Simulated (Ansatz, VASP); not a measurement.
# One calculation of Al, two programs

```
Al
1.0
    -1.56971    1.56971    1.56971
     1.56971   -1.56971    1.56971
     1.56971    1.56971   -1.56971
Al
1
Direct
  0.00000 0.00000 0.00000
```

This isn't the form of Al at room conditions, which is fcc.

Alike in both runs: task single point; functional PBE0; k mesh 6 × 6 × 6; occupations fermi-dirac, width 0.05 eV; no spin polarisation.

|  | VASP | Ansatz |
| --- | --- | --- |
| version | VASP 6.6.1 | Ansatz 0.2.0 |
| potentials or method | VASP PAW PBE potentials, release 64 (Al) | Ansatz PAW |
| plane-wave cutoff (eV) | 520 | 420 |
| valence electrons in the cell | 3 | 3 |

|  | VASP | Ansatz | Ansatz less VASP |
| --- | --- | --- | --- |
| gap on the k mesh at the Fermi level (eV) | none | none | - |
| pressure (GPa) | 7.3 | 7.3 | +0.01 |

A gap of «none» marks a metal or a gap that the smearing closes.

Caveats: the k mesh is coarse (spacing up to 0.47 Å⁻¹), so the values aren't converged, least of all with exact exchange; the PAW data sets were made with another functional, which shifts forces and pressure a little (VASP); the PAW data sets come from PBE, with cores solved anew for the run's functional, which leaves a small shift of forces and pressure (Ansatz); the thresholds are loose for stress (Ansatz).
